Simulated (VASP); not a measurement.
# Cr (Pm-3n) in VASP: reference runs

Aim: a first look at Cr with PBE, on the cell as given and on a disturbed one.

All numbers are computed with VASP 6.6.1; they aren't measurements. Logs are shortened: lines on timing, memory, paths and dates and some standing lists are left out, and cuts for length are marked.

### Step 1. Starting point

Symmetry: Pm-3n, No. 223, cubic system. The conventional cell has a = 4.512 Å, b = 4.512 Å, c = 4.512 Å, α = 90.00°, β = 90.00°, γ = 90.00°. Cr (site symmetry -4m2) is surrounded by 6 Cr at 2.26 to 2.52 Å. Cr (site symmetry m-3) has 12 Cr at 2.52 Å as nearest neighbours.

This isn't the form of Cr at room conditions, which is bcc.

### Step 2. Single point, PBE, collinear spin, ferromagnetic start

INCAR

```
PREC = Accurate ; ENCUT = 520
EDIFF = 1E-7 ; ISMEAR = -1
SIGMA = 0.05 ; LREAL = False
LASPH = True ; NELM = 150
ALGO = Normal ; ISIF = 2
LWAVE = False ; LCHARG = False
ISPIN = 2 ; MAGMOM = 3 3 3 3 3 3 3 3
LORBIT = 11 ; LMAXMIX = 4
GGA = PE ; NBANDS = 62
```

KPOINTS

```
Automatic mesh
0
Gamma
  6 6 6
```

POSCAR

```
Cr
1.0
    4.5121908300      0.0000000000      0.0000000000
    0.0000000000      4.5121908300      0.0000000000
    0.0000000000      0.0000000000      4.5121908300
Cr
8
Direct
    0.5000000000      0.2500000000      0.0000000000
    0.5000000000      0.7500000000      0.0000000000
    0.0000000000      0.5000000000      0.7500000000
    0.0000000000      0.5000000000      0.2500000000
    0.7500000000      0.0000000000      0.5000000000
    0.2500000000      0.0000000000      0.5000000000
    0.5000000000      0.5000000000      0.5000000000
    0.0000000000      0.0000000000      0.0000000000
```

Potentials or basis: VASP PAW PBE potentials, release 64 (Cr_pv).

Launch:

```
$ cat potpaw_PBE.64/Cr_pv/POTCAR > POTCAR
$ mpirun -np 1 vasp_std > vasp.out
```

OUTCAR:

```text
PREC = Accurate
   ENCUT = 520
   EDIFF = 1E-7
   ISMEAR = -1
   LREAL = False
   LASPH = True
   NELM = 150
   ISIF = 2
   ISPIN = 2
   LORBIT = 11
   GGA = PE

 ion  position               nearest neighbor table
   1  0.500  0.250  0.000-   2 2.26   2 2.26   8 2.52   7 2.52   7 2.52   8 2.52   4 2.76   5 2.76
                             6 2.76   5 2.76   6 2.76   3 2.76   4 2.76   3 2.76
   2  0.500  0.750  0.000-   1 2.26   1 2.26   8 2.52   7 2.52   7 2.52   8 2.52   4 2.76   5 2.76
                             6 2.76   5 2.76   6 2.76   3 2.76   4 2.76   3 2.76
   3  0.000  0.500  0.750-   4 2.26   4 2.26   8 2.52   7 2.52   8 2.52   7 2.52   1 2.76   5 2.76
                             5 2.76   6 2.76   6 2.76   1 2.76   2 2.76   2 2.76
   4  0.000  0.500  0.250-   3 2.26   3 2.26   8 2.52   7 2.52   8 2.52   7 2.52   1 2.76   5 2.76
                             5 2.76   6 2.76   6 2.76   1 2.76   2 2.76   2 2.76
   5  0.750  0.000  0.500-   6 2.26   6 2.26   8 2.52   8 2.52   7 2.52   7 2.52   3 2.76   1 2.76
                             2 2.76   4 2.76   3 2.76   4 2.76   1 2.76   2 2.76
   6  0.250  0.000  0.500-   5 2.26   5 2.26   8 2.52   8 2.52   7 2.52   7 2.52   3 2.76   1 2.76
                             2 2.76   4 2.76   3 2.76   4 2.76   1 2.76   2 2.76
   7  0.500  0.500  0.500-   1 2.52   2 2.52   3 2.52   4 2.52   5 2.52   6 2.52   1 2.52   2 2.52
                             5 2.52   6 2.52   3 2.52   4 2.52
   8  0.000  0.000  0.000-   1 2.52   2 2.52   3 2.52   4 2.52   5 2.52   6 2.52   5 2.52   6 2.52
                             3 2.52   4 2.52   1 2.52   2 2.52

  LATTYP: Found a simple cubic cell.
 ALAT       =     4.5121908300

  Lattice vectors:

 A1 = (   4.5121908300,   0.0000000000,   0.0000000000)
 A2 = (   0.0000000000,   4.5121908300,   0.0000000000)
 A3 = (   0.0000000000,   0.0000000000,   4.5121908300)

Analysis of symmetry for initial positions (statically):
=====================================================================
 Subroutine PRICEL returns:
 Original cell was already a primitive cell.

 Routine SETGRP: Setting up the symmetry group for a
 simple cubic supercell.

 Subroutine GETGRP returns: Found 48 space group operations
 (whereof 24 operations were pure point group operations)
 out of a pool of 48 trial point group operations.

The static configuration has the point symmetry T_h .
 The point group associated with its full space group is O_h .

Analysis of symmetry for dynamics (positions and initial velocities):
=====================================================================
 Subroutine PRICEL returns:
 Original cell was already a primitive cell.

 Routine SETGRP: Setting up the symmetry group for a
 simple cubic supercell.

 Subroutine GETGRP returns: Found 48 space group operations
 (whereof 24 operations were pure point group operations)
 out of a pool of 48 trial point group operations.

The dynamic configuration has the point symmetry T_h .
 The point group associated with its full space group is O_h .

Analysis of structural, dynamic, and magnetic symmetry:
=====================================================================
 Subroutine PRICEL returns:
 Original cell was already a primitive cell.

 Routine SETGRP: Setting up the symmetry group for a
 simple cubic supercell.

 Subroutine GETGRP returns: Found 48 space group operations
 (whereof 24 operations were pure point group operations)
 out of a pool of 48 trial point group operations.

The overall configuration has the point symmetry T_h .
 The point group associated with its full space group is O_h .

 Subroutine INISYM returns: Found 48 space group operations
 (whereof 24 operations are pure point group operations),
 and found     1 'primitive' translations

----------------------------------------------------------------------------------------

                                     Primitive cell

  volume of cell :      91.8676

  direct lattice vectors                    reciprocal lattice vectors
     4.512190830  0.000000000  0.000000000     0.221621832  0.000000000  0.000000000
     0.000000000  4.512190830  0.000000000     0.000000000  0.221621832  0.000000000
     0.000000000  0.000000000  4.512190830     0.000000000  0.000000000  0.221621832

  length of vectors
     4.512190830  4.512190830  4.512190830     0.221621832  0.221621832  0.221621832

  position of ions in fractional coordinates (direct lattice)
[... 77 lines left out ...]
   PREC   = accura    normal or accurate (medium, high low for compatibility)
   ISTART =      0    job   : 0-new  1-cont  2-samecut
   ICHARG =      2    charge: 1-file 2-atom 10-const
   ISPIN  =      2    spin polarized calculation?
   LNONCOLLINEAR =      F non collinear calculations
   LSORBIT =      F    spin-orbit coupling
   LASPH  =      T    aspherical Exc in radial PAW
   ENCUT  =  520.0 eV  38.22 Ry    6.18 a.u.   8.39  8.39  8.39*2*pi/ulx,y,z
   NELM   =    150;   NELMIN=  2; NELMDL= -5     # of ELM steps
   EDIFF  = 0.1E-06   stopping-criterion for ELM
   LREAL  =      F    real-space projection
   EDIFFG = 0.1E-05   stopping-criterion for IOM
   NSW    =      0    number of steps for IOM
   IBRION =     -1    ionic relax: 0-MD 1-quasi-New 2-CG
   NFREE  =      0    steps in history (QN), initial steepest desc. (CG)
   ISIF   =      2    stress and relaxation
   ISYM   =      2    0-nonsym 1-usesym 2-fastsym
   POTIM  = 0.5000    time-step for ionic-motion
   TEBEG  =    0.0;   TEEND  =   0.0 temperature during run
   PSTRESS=    0.0 pullay stress
   NELECT =      96.0000    total number of electrons
   NUPDOWN=      -1.0000    fix difference up-down
   EMIN   =  10.00;   EMAX   =-10.00  energy-range for DOS
   EFERMI =   0.00;   METHOD = LEGACY
   ISMEAR =    -1;   SIGMA  =   0.05  broadening in eV -4-tet -1-fermi 0-gaus
   EFERMI_NEDOS =   21; number of points for ismear=-14 and -15
   IALGO  =     38    algorithm
   IMIX   =      4    mixing-type and parameters
     AMIX     =   0.40;   BMIX     =  1.00
     AMIX_MAG =   1.60;   BMIX_MAG =  1.00
  volume/ion in A,a.u.               =      11.48        77.49
  Fermi-wavevector in a.u.,A,eV,Ry     =   1.661286  3.139376 37.550335  2.759872
  Thomas-Fermi vector in A             =   2.748376
   LORBIT       =     11    0 simple, 1 ext, 2 COOP (PROOUT), +10 PAW based schemes
   GGA     = PE    functional components
   LHFCALC =     F    Hartree Fock is set to
   AEXX    =    0.0000 exact exchange contribution
   IVDW    =     0    specifies the selected vdW correction
   LEPSILON=     F    determine dielectric tensor
   LRPA    =     F    only Hartree local field effects (RPA)
 spin polarized calculation
  energy-cutoff  :      520.00
  volume of cell :       91.87
 maximum number of plane-waves:      2517
 NGX is ok and might be reduce to    36
   NGX = 17   NGY = 17   NGZ = 17

 number of electron      95.9999963 magnetization       0.0001741

 number of electron      95.9999963 magnetization      -0.0000067

 Free energy of the ion-electron system (eV)
  ---------------------------------------------------
  ext. energy  EPLUGINS =         0.00000000
  ---------------------------------------------------
  free energy    TOTEN  =       -75.56805385 eV

  energy without entropy =      -75.52404957  energy(sigma->0) =      -75.54605171

 E-fermi :  10.9223     XC(G=0): -13.6961

 val. band max:       10.8978037599   @ k =   0.5000   0.3333   0.0000
 cond. band min:      10.9248904010   @ k =   0.3333   0.3333   0.0000
 fundamental gap:      0.0270866411
 Fermi energy:        10.9223360750

 spin component 1

 k-point     1 :       0.0000    0.0000    0.0000
  band No.  band energies     occupation
      1     -32.8148      1.00000
      2     -32.8148      1.00000
      3     -32.6983      1.00000
      4     -32.4777      1.00000
      5     -32.4777      1.00000
      6     -32.4777      1.00000
[... 1249 lines left out ...]
     59      12.6777      0.00000
     60      12.6777      0.00000
 Fermi energy:        10.9223360750

 spin component 2

 k-point     1 :       0.0000    0.0000    0.0000
  band No.  band energies     occupation
      1     -32.8148      1.00000
      2     -32.8148      1.00000
      3     -32.6983      1.00000
      4     -32.4777      1.00000
      5     -32.4777      1.00000
      6     -32.4777      1.00000
[... 1249 lines left out ...]
     59      12.6777      0.00000
     60      12.6777      0.00000
 [bands above 60 left out]

------------------------ aborting loop because EDIFF is reached ----------------------------------------

  FORCE on cell =-STRESS in cart. coord.  units (eV):
  Direction    XX          YY          ZZ          XY          YZ          ZX
  --------------------------------------------------------------------------------------
  -------------------------------------------------------------------------------------
  Total        2.7164875      2.7164875      2.7164875      0.0000000     -0.0000000     -0.0000000
  in kB       47.3757310     47.3757310     47.3757310      0.0000000     -0.0000000     -0.0000000
  external PRESSURE =      47.3757310 kB  Pullay stress =       0.0000000 kB

 VOLUME and BASIS-vectors are now :
 -----------------------------------------------------------------------------
  energy-cutoff  :      520.00
  volume of cell :       91.87
      direct lattice vectors                 reciprocal lattice vectors
     4.512190830  0.000000000  0.000000000     0.221621832  0.000000000  0.000000000
     0.000000000  4.512190830  0.000000000     0.000000000  0.221621832  0.000000000
     0.000000000  0.000000000  4.512190830     0.000000000  0.000000000  0.221621832

 POSITION                                       TOTAL-FORCE (eV/Angst)
 -----------------------------------------------------------------------------------
      2.25610      1.12805      0.00000         0.000000      0.000000      0.000000
      2.25610      3.38414      0.00000        -0.000000     -0.000000      0.000000
      0.00000      2.25610      3.38414        -0.000000     -0.000000     -0.000000
      0.00000      2.25610      1.12805         0.000000      0.000000      0.000000
      3.38414      0.00000      2.25610        -0.000000     -0.000000     -0.000000
      1.12805      0.00000      2.25610         0.000000     -0.000000      0.000000
      2.25610      2.25610      2.25610         0.000000      0.000000     -0.000000
      0.00000      0.00000      0.00000         0.000000      0.000000     -0.000000
 -----------------------------------------------------------------------------------
    total drift:                                0.000000      0.000000     -0.000000

  FREE ENERGIE OF THE ION-ELECTRON SYSTEM (eV)
  ---------------------------------------------------
  free  energy   TOTEN  =       -75.5680538490 eV

  energy  without entropy=      -75.5240495690  energy(sigma->0) =      -75.54605171

 total charge

# of ion       s       p       d       tot
------------------------------------------
    1        0.447   6.406   4.238  11.091
    2        0.447   6.406   4.238  11.091
    3        0.447   6.406   4.238  11.091
    4        0.447   6.406   4.238  11.091
    5        0.447   6.406   4.238  11.091
    6        0.447   6.406   4.238  11.091
    7        0.464   6.430   4.228  11.122
    8        0.464   6.430   4.228  11.122
--------------------------------------------------
tot          3.609  51.299  33.883  88.791

 magnetization (x)

# of ion       s       p       d       tot
------------------------------------------
    1       -0.000  -0.000  -0.000  -0.000
    2       -0.000  -0.000  -0.000  -0.000
    3       -0.000  -0.000  -0.000  -0.000
    4       -0.000  -0.000  -0.000  -0.000
    5       -0.000  -0.000  -0.000  -0.000
    6       -0.000  -0.000  -0.000  -0.000
    7        0.000   0.000   0.000   0.000
    8        0.000   0.000   0.000   0.000
--------------------------------------------------
tot         -0.000   0.000  -0.000  -0.000
```

It took 4.4 min on 1 thread of Intel Xeon Platinum 8259CL at 2.50GHz (Skylake/Cascade Lake), shared host; peak memory 0.32 GiB.

Results:

| Quantity | Value |
| --- | --- |
| Free energy | -75.5681 eV |
| Pressure | 4.7 GPa |
| Band gap on the k mesh | none (metal or under the smearing width) |
| Net moment | 0.00 μB per cell |
| Valence electrons inside the program's atomic spheres | Cr 11.09, 11.12 |

Levels at points of the mesh, in eV from the Fermi level:
Spin up:
```tsv
k point	band 46	band 47	band 48	band 49	band 50	band 51
(0.00, 0.00, 0.00)	-1.11	-0.34	-0.34	-0.34	0.81	0.81
(0.50, 0.00, 0.00)	-0.82	-0.68	-0.68	0.31	0.31	0.35
(0.50, 0.50, 0.00)	-0.58	-0.58	0.05	0.05	0.05	0.22
(0.50, 0.50, 0.50)	-0.99	-0.99	-0.99	0.70	0.70	0.70
```
Spin down:
| k point | band 44 | band 45 | band 46 | band 47 | band 48 | band 49 | band 50 | band 51 | band 52 | band 53 |
| --- | --- | --- | --- | --- | --- | --- | --- | --- | --- | --- |
| (0.00, 0.00, 0.00) | -1.38 | -1.11 | -1.11 | -0.34 | -0.34 | -0.34 | 0.81 | 0.81 | 0.81 | 0.86 |
| (0.50, 0.00, 0.00) | -0.94 | -0.82 | -0.82 | -0.68 | -0.68 | 0.31 | 0.31 | 0.35 | 0.35 | 0.60 |
| (0.50, 0.50, 0.00) | -1.19 | -0.85 | -0.58 | -0.58 | 0.05 | 0.05 | 0.05 | 0.22 | 0.63 | 0.94 |
| (0.50, 0.50, 0.50) | -0.99 | -0.99 | -0.99 | -0.99 | -0.99 | 0.70 | 0.70 | 0.70 | 0.70 | 0.70 |

Caveat: the starting moments collapsed, and a magnetic state may lie lower.

### Step 3. Single point, PBE, collinear spin, ferromagnetic start (atoms moved at random, drawn with an rms of 0.05 Å)

INCAR

```
SYSTEM = Cr
PREC     = Accurate       ! precision mode
ENCUT    = 520            ! plane-wave cutoff, eV
EDIFF    = 1E-7           ! SCF threshold, eV
ISMEAR   = -1             ! smearing method
SIGMA    = 0.05           ! smearing width, eV
LREAL    = .FALSE.        ! projectors in reciprocal space
LASPH    = .TRUE.         ! aspherical terms in the spheres
NELM     = 150            ! most SCF steps
ALGO     = Normal         ! electronic algorithm
ISIF     = 2              ! what is computed and relaxed
LWAVE    = .FALSE.        ! write WAVECAR
LCHARG   = .FALSE.        ! write CHGCAR
ISPIN    = 2              ! spin polarisation
MAGMOM   = 3 3 3 3 3 3 3 3 ! initial moments
LORBIT   = 11             ! projections on sites
LMAXMIX  = 4              ! l up to which the mixer works
GGA      = PE             ! functional
NBANDS   = 62             ! bands
```

KPOINTS

```
regular mesh
0
G
  6 6 6
  0 0 0
```

POSCAR

```
Cr
1.0
    4.5121908300      0.0000000000      0.0000000000
    0.0000000000      4.5121908300      0.0000000000
    0.0000000000      0.0000000000      4.5121908300
Cr
8
Direct
    0.4915440000      0.2593560000      0.0013200000
    0.5045430000      0.7638190000     -0.0095320000
   -0.0026410000      0.5029220000      0.7654600000
   -0.0023890000      0.5005560000      0.2380590000
    0.7464540000     -0.0002210000      0.5112280000
    0.2516550000     -0.0044670000      0.5029390000
    0.4910600000      0.4987290000      0.4892970000
   -0.0067550000      0.0034880000     -0.0000820000
```

Potentials or basis: VASP PAW PBE potentials, release 64 (Cr_pv).

Launch:

```
$ cat potpaw_PBE.64/Cr_pv/POTCAR > POTCAR
$ mpirun -np 1 vasp_std > vasp.out
```

OUTCAR:

```text
SYSTEM = Cr
   PREC = Accurate
   ENCUT = 520
   EDIFF = 1E-7
   ISMEAR = -1
   LREAL = .FALSE.
   LASPH = .TRUE.
   NELM = 150
   ISIF = 2
   ISPIN = 2
   LORBIT = 11
   GGA = PE

 ion  position               nearest neighbor table
   1  0.492  0.259  0.001-   2 2.24   2 2.28   7 2.45   8 2.53   8 2.54   7 2.55   4 2.70   3 2.70
                             4 2.75   3 2.75   5 2.75   6 2.77   6 2.78   5 2.83
   2  0.505  0.764  0.990-   1 2.24   1 2.28   8 2.46   8 2.55   7 2.55   7 2.56   5 2.65   6 2.69
                             3 2.71   4 2.76   3 2.77   6 2.78   5 2.80   4 2.81
   3  0.997  0.503  0.765-   4 2.13   4 2.38   8 2.49   8 2.49   7 2.55   7 2.60   1 2.70   2 2.71
                             1 2.75   5 2.76   2 2.77   6 2.77   5 2.78   6 2.82
   4  0.998  0.501  0.238-   3 2.13   3 2.38   8 2.49   7 2.50   8 2.51   7 2.55   1 2.70   1 2.75
                             2 2.76   6 2.78   5 2.81   2 2.81   5 2.81   6 2.82
   5  0.746  1.000  0.511-   6 2.23   6 2.28   8 2.47   7 2.53   7 2.54   8 2.56   2 2.65   1 2.75
                             3 2.76   3 2.78   2 2.80   4 2.81   4 2.81   1 2.83
[... 3289 lines left out ...]
 -----------------------------------------------------------------------------------
    total drift:                               -0.000164      0.000309      0.000351

  FREE ENERGIE OF THE ION-ELECTRON SYSTEM (eV)
  ---------------------------------------------------
  free  energy   TOTEN  =       -75.4185790731 eV

  energy  without entropy=      -75.3750361237  energy(sigma->0) =      -75.39680760

 total charge

# of ion       s       p       d       tot
------------------------------------------
    1        0.449   6.411   4.249  11.109
    2        0.450   6.411   4.246  11.107
    3        0.447   6.406   4.257  11.110
    4        0.447   6.405   4.264  11.116
    5        0.446   6.403   4.237  11.086
    6        0.446   6.403   4.238  11.087
    7        0.460   6.423   4.220  11.103
    8        0.468   6.436   4.242  11.147
--------------------------------------------------
tot          3.614  51.298  33.953  88.865

 magnetization (x)

# of ion       s       p       d       tot
------------------------------------------
    1       -0.000  -0.000  -0.000  -0.000
    2       -0.000   0.000   0.000   0.000
    3       -0.000   0.000   0.000   0.000
    4       -0.000  -0.000  -0.000  -0.000
    5       -0.000  -0.000  -0.000  -0.000
    6       -0.000  -0.000  -0.000  -0.000
    7        0.000   0.000   0.000   0.000
    8        0.000   0.000   0.000   0.000
--------------------------------------------------
tot         -0.000   0.000  -0.000  -0.000
```

OSZICAR:

```text
N       E                     dE             d eps       ncg     rms          rms(c)
DAV:   1     0.137438818451E+04    0.13744E+04   -0.53041E+04 27776   0.198E+03
DAV:   2     0.193640478838E+02   -0.13550E+04   -0.13150E+04 27776   0.609E+02
DAV:   3    -0.735866783645E+02   -0.92951E+02   -0.88180E+02 34110   0.174E+02
DAV:   4    -0.767893303066E+02   -0.32027E+01   -0.31139E+01 34480   0.309E+01
[... 16 lines left out ...]
DAV:  21    -0.754185797513E+02    0.12415E-05   -0.20201E-06 38244   0.134E-02    0.608E-03
DAV:  22    -0.754185793385E+02    0.41278E-06   -0.89328E-07 33734   0.104E-02    0.178E-03
DAV:  23    -0.754185790614E+02    0.27712E-06   -0.93445E-08 17734   0.265E-03    0.781E-04
DAV:  24    -0.754185790731E+02   -0.11771E-07   -0.59514E-08 18384   0.150E-03
   1 F= -.75418579E+02 E0= -.75396808E+02  d E =-.435429E-01  mag=    -0.0000
```

Run time: 29 min. Hardware: 1 thread of Intel Xeon Platinum 8259CL at 2.50GHz (Skylake/Cascade Lake), shared host; peak memory 0.82 GiB.

What came out:

```yaml
Free_energy: -75.4186 eV
Pressure: 5.6 GPa
Largest_force: 1.175 eV/Å
Band_gap_on_the_k_mesh: none (metal or under the smearing width)
Net_moment: 0.00 μB per cell
Valence_electrons_inside_the_program's_atomic_spheres: Cr 11.11, 11.12, 11.09, 11.10, 11.15
```

Forces on the atoms (eV/Å):
```
Cr   0.195 -0.103 -0.129
Cr  -0.459 -0.360  0.480
Cr  -0.098 -0.083 -1.168
Cr  -0.143  0.085  1.003
Cr   0.199  0.142 -0.685
Cr  -0.368  0.264 -0.289
Cr   0.380  0.092  0.495
Cr   0.293 -0.039  0.292
```

Caveat: the starting moments collapsed, and a magnetic state may lie lower.
